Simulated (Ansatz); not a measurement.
Crystal: BAs.

```xyz
2
Lattice="0.0000 2.3885 2.3885 2.3885 0.0000 2.3885 2.3885 2.3885 0.0000" Properties=species:S:1:pos:R:3 pbc="T T T"
As    3.5827    3.5827    3.5827
B     0.0000    0.0000    0.0000
```

| Quantity | Value |
| --- | --- |
| Program | Ansatz 0.2.0 |
| Task | relaxation of cell and atoms |
| Functional | RPBE |
| Dispersion | D4 |
| Potentials or basis | all-electron LAPW, scalar-relativistic |
| Basis error allowed | 0.001 eV/atom |
| k mesh | 10 × 10 × 10 |
| Occupations | fermi-dirac, width 0.05 eV |
| Spin | no spin polarisation |

At the start: volume 13.63 Å³/atom.

Problem. Where does the relaxation end?

Solution. Over 5 steps the energy falls by 7.2 meV/atom and the volume is 13.15 Å³/atom (-3.5 %); space group F-43m (No. 216, to 0.05 Å).

Step by step:
```csv
step,energy change (eV),largest force (eV/Å),volume (Å³)
1,0.0000,0.0000,27.25
2,-0.0132,0.0000,26.58
3,-0.0145,0.0000,26.29
4,-0.0145,0.0000,26.31
5,-0.0145,0.0000,26.31
```

Final structure:
```
As B
1.0
     0.00000    2.36059    2.36059
     2.36059    0.00000    2.36059
     2.36059    2.36059    0.00000
As B
1 1
Direct
  0.75000 0.75000 0.75000
  0.00000 0.00000 0.00000
```
